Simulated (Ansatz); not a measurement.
# BN: equation of state with r2SCAN

BN:

```
N B
1.0
     1.25112    0.72234    3.37293
    -1.25112    0.72234    3.37293
     0.00000   -1.44467    3.37293
N B
1 1
Direct
  0.66724 0.66724 0.66724
  0.00033 0.00033 0.00033
```

The cell is a database's computed one.

```
Program             : Ansatz 0.2.0
Task                : equation of state
Functional          : r2SCAN
Potentials or basis : Ansatz PAW
Cutoff              : 500 eV
Density cutoff      : 2000 eV
k mesh              : 12 × 12 × 12
Occupations         : fermi-dirac, width 0.05 eV
Spin                : no spin polarisation
```

```yaml
Equilibrium_volume: 9.13 Å³/atom
Bulk_modulus_at_fixed_shape_and_positions: 246 GPa
Pressure_derivative_of_the_bulk_modulus: 3.5
```

Energy against volume, from the lowest point:
```tsv
volume (Å³/atom)	energy (meV/atom)
8.596	26.49
8.779	11.14
8.962	2.51
9.145	0.00
9.328	3.08
9.510	11.26
9.693	24.11
```

All runs of the series together: 34 s on 2 threads of Intel(R) Xeon(R) Platinum 8259CL CPU @ 2.50GHz (Skylake/Cascade Lake), with other jobs on the host.

Caveat: the cell was scaled at fixed shape and fractional positions, which overstates the stiffness of a crystal with free parameters, most of all of layers and chains; the PAW data sets were made with another functional, which shifts forces and pressure a little.
